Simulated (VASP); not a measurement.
# Settings for BAs: effective masses

BAs, F-43m (no. 216), 2 atoms in the cell. TB-mBJ, effective masses by finite differences; PAW potentials As, B (PBE set). VASP 6.6.1.

Wanted: masses at the band edges within 5 %; gap between the edges within 0.01 eV.

POSCAR:
```
BAs
1.0
    0.0000000000      2.3885000000      2.3885000000
    2.3885000000      0.0000000000      2.3885000000
    2.3885000000      2.3885000000      0.0000000000
As B
1 1
Direct
    0.7500000000      0.7500000000      0.7500000000
    0.0000000000      0.0000000000      0.0000000000
```

The series start from Step in k (1/Å): 0.02; Cutoff ENCUT (eV): 500; k mesh: 7 × 7 × 7; SCF threshold EDIFF (eV): 1e-8; PREC: Accurate. Each series keeps the choices made before it, and each single choice may use up half of a tolerance. Times cover all steps of a run.

## Step in k (1/Å)

| Step in k (1/Å) | Masses at the band edges, largest deviation | Gap between the edges (eV) | Time (s) |
|---|---|---|---|
| 0.1 | 4.9 % | 1.756 | 102 |
| 0.06 | 1.7 % | 1.756 | 101 |
| 0.035 | 0.58 % | 1.756 | 102 |
| 0.02 | 1.1 % | 1.756 | 101 |
| 0.01 | 0.69 % | 1.756 | 101 |
| 0.005 (reference) | 0 % | 1.756 | 101 |

Chosen: 0.06, the loosest value from which every tighter one stays within half of the tolerance.

## Cutoff ENCUT (eV)

| Cutoff ENCUT (eV) | Masses at the band edges, largest deviation | Gap between the edges (eV) | Time (s) |
|---|---|---|---|
| 250 | 0.31 % | 1.754 | 54 |
| 300 | 0.19 % | 1.754 | 66 |
| 350 | 0.29 % | 1.754 | 78 |
| 400 | 0.044 % | 1.757 | 75 |
| 500 | 0.25 % | 1.756 | 101 |
| 600 | 0.08 % | 1.756 | 121 |
| 750 (reference) | 0 % | 1.756 | 148 |

Chosen: 250.

## k mesh

| k mesh | Masses at the band edges, largest deviation | Gap between the edges (eV) | Time (s) |
|---|---|---|---|
| 3 × 3 × 3 | 1.7 % | 1.855 | 55 |
| 4 × 4 × 4 | 0.6 % | 1.788 | 55 |
| 6 × 6 × 6 | 0.089 % | 1.757 | 60 |
| 7 × 7 × 7 | 0.037 % | 1.754 | 54 |
| 9 × 9 × 9 | 0.037 % | 1.752 | 68 |
| 11 × 11 × 11 | 0 % | 1.752 | 75 |
| 14 × 14 × 14 (reference) | 0 % | 1.752 | 94 |

Chosen: 6 × 6 × 6.

## SCF threshold EDIFF (eV)

| SCF threshold EDIFF (eV) | Masses at the band edges, largest deviation | Gap between the edges (eV) | Time (s) |
|---|---|---|---|
| 0.0001 | 0 % | 1.757 | 33 |
| 1e-5 | 0 % | 1.757 | 39 |
| 1e-6 | 0 % | 1.757 | 42 |
| 1e-7 | 0 % | 1.757 | 46 |
| 1e-8 (reference) | 0 % | 1.757 | 60 |

Chosen: 0.0001.

## PREC

| PREC | Masses at the band edges, largest deviation | Gap between the edges (eV) | Time (s) |
|---|---|---|---|
| Accurate | 0 % | 1.757 | 33 |
| Normal | 0.22 % | 1.757 | 27 |
| Single | 0.13 % | 1.757 | 30 |

Chosen: Accurate; no other choice that stays within half of the tolerance saves 30 % of the time.

## All choices together

| Input | Masses at the band edges, largest deviation | Gap between the edges (eV) | Time (s) |
|---|---|---|---|
| program defaults, k points 0.5 per Å apart (naive) | 36 % | 1.803 | 7.8 |
| chosen settings | 2 % | 1.757 | 33 |
| reference settings throughout | 0 % | 1.754 | 286 |

The tolerance is met.

## The input

INCAR.step1:
```
PREC = Accurate
ENCUT = 250
EDIFF = 1E-4
ISMEAR = 0
SIGMA = 0.02
LASPH = T
LREAL = F
ALGO = Normal
NELM = 120
LWAVE = T
LCHARG = F
NBANDS = 11
KPAR = 2
METAGGA = MBJ
```

INCAR.step2, as INCAR.step1 but for:
```
+ ISTART = 1
+ LORBIT = 10
```

INCAR.step3, as INCAR.step2 but for:
```
- LWAVE = T
+ LWAVE = F
```

KPOINTS:
```
Automatic mesh
0
Gamma
  6 6 6
  0 0 0
```

KPOINTS_OPT.step1:
```
path GXWKGLUWLK,UX
16
line-mode
reciprocal
 0.0000000000  0.0000000000  0.0000000000  G
 0.5000000000  0.0000000000  0.5000000000  X

 0.5000000000  0.0000000000  0.5000000000  X
 0.5000000000  0.2500000000  0.7500000000  W

 0.5000000000  0.2500000000  0.7500000000  W
 0.3750000000  0.3750000000  0.7500000000  K

 0.3750000000  0.3750000000  0.7500000000  K
 0.0000000000  0.0000000000  0.0000000000  G

 0.0000000000  0.0000000000  0.0000000000  G
[... 6 lines left out ...]
 0.5000000000  0.2500000000  0.7500000000  W

 0.5000000000  0.2500000000  0.7500000000  W
 0.5000000000  0.5000000000  0.5000000000  L

 0.5000000000  0.5000000000  0.5000000000  L
 0.3750000000  0.3750000000  0.7500000000  K

 0.6250000000  0.2500000000  0.6250000000  U
 0.5000000000  0.0000000000  0.5000000000  X
```

KPOINTS_OPT.step2:
```
band edges and their surroundings
46
Reciprocal
  0.0000000000   0.0000000000   0.0000000000 1
 -0.0000000000   0.0114042474   0.0114042474 1
  0.0000000000  -0.0114042474  -0.0114042474 1
  0.0114042474   0.0000000000   0.0114042474 1
 -0.0114042474   0.0000000000  -0.0114042474 1
  0.0114042474   0.0114042474   0.0000000000 1
 -0.0114042474  -0.0114042474   0.0000000000 1
  0.0114042474   0.0114042474   0.0228084949 1
 -0.0114042474   0.0114042474  -0.0000000000 1
[... 30 lines left out ...]
  0.4000000000  -0.0114042474   0.4114042474 1
  0.4000000000   0.0114042474   0.3885957526 1
  0.3771915051  -0.0114042474   0.3885957526 1
  0.4080640207   0.0080640207   0.4161280414 1
  0.3919359793  -0.0080640207   0.3838719586 1
  0.4131684907   0.0131684907   0.4131684907 1
  0.3868315093  -0.0131684907   0.3868315093 1
```

KPOINTS_OPT.step3:
```
band edges and their surroundings
46
Reciprocal
  0.0000000000   0.0000000000   0.0000000000 1
 -0.0000000000   0.0228084949   0.0228084949 1
  0.0000000000  -0.0228084949  -0.0228084949 1
  0.0228084949   0.0000000000   0.0228084949 1
 -0.0228084949   0.0000000000  -0.0228084949 1
  0.0228084949   0.0228084949   0.0000000000 1
 -0.0228084949  -0.0228084949   0.0000000000 1
  0.0228084949   0.0228084949   0.0456169898 1
 -0.0228084949   0.0228084949  -0.0000000000 1
[... 30 lines left out ...]
  0.3987812457  -0.0228083008   0.4215897406 1
  0.3987812457   0.0228086890   0.3759727508 1
  0.3531642559  -0.0228083008   0.3759727508 1
  0.4149092871   0.0161282355   0.4310373285 1
  0.3826532043  -0.0161278473   0.3665251629 1
  0.4251182271   0.0263371755   0.4251182271 1
  0.3724442644  -0.0263367872   0.3724442644 1
```

Commands (each step's output is kept before the next begins):
```
cat potpaw_PBE.64/As/POTCAR potpaw_PBE.64/B/POTCAR > POTCAR
cp INCAR.step1 INCAR
cp KPOINTS_OPT.step1 KPOINTS_OPT
mpirun -np 2 vasp_std > vasp.out
cp INCAR.step2 INCAR
cp KPOINTS_OPT.step2 KPOINTS_OPT
mpirun -np 2 vasp_std > vasp.out
cp INCAR.step3 INCAR
cp KPOINTS_OPT.step3 KPOINTS_OPT
mpirun -np 2 vasp_std > vasp.out
```

Limits: very small steps in k measure the noise of the levels more than their curvature.

The chosen input took VASP 6.6.1 33 s on 2 cores (Intel Xeon Platinum 8259CL @ 2.50GHz (Skylake/Cascade Lake)), a shared host.
